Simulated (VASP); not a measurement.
Here is the system:

```xyz
2
Lattice="0.0000 3.0914 3.0914 3.0914 0.0000 3.0914 3.0914 3.0914 0.0000" Properties=species:S:1:pos:R:3 pbc="T T T"
Al     0.0000     0.0000     0.0000
Sb     1.5457     1.5457     1.5457
```

Level of theory: r2SCAN meta-GGA, VASP's PBE PAW potentials (set 64) (plane waves; VASP 6.6.1). Settings: 480 eV cut-off, 8×8×8 Γ-centred mesh, Gaussian smearing of 0.050 eV, potentials Al Sb.

Energy and stress use the plane-wave basis of the starting cell.

Task: The ions, cell shape and volume at an external pressure of 15.0 GPa are relaxed. Predict the relaxed structure.

Result: 
```xyz
2
Lattice="0.0000 2.9099 2.9099 2.9099 0.0000 2.9099 2.9099 2.9099 0.0000" Properties=species:S:1:pos:R:3 pbc="T T T"
Al     0.0000     0.0000     0.0000
Sb     1.4550     1.4550     1.4550
```
Space group F-43m (216), at a tolerance of 0.03 Å.

Task: How do energy and volume change from the first to the last step?

Result: The energy (σ→0) changes by +196.1 meV/atom and the volume by -16.6 %, in 7 ionic steps.

The compound is AlSb in the zinc blende structure. This run relaxes it under an external pressure of 15 GPa. Symmetry was kept, so distortions that lower it aren't found.
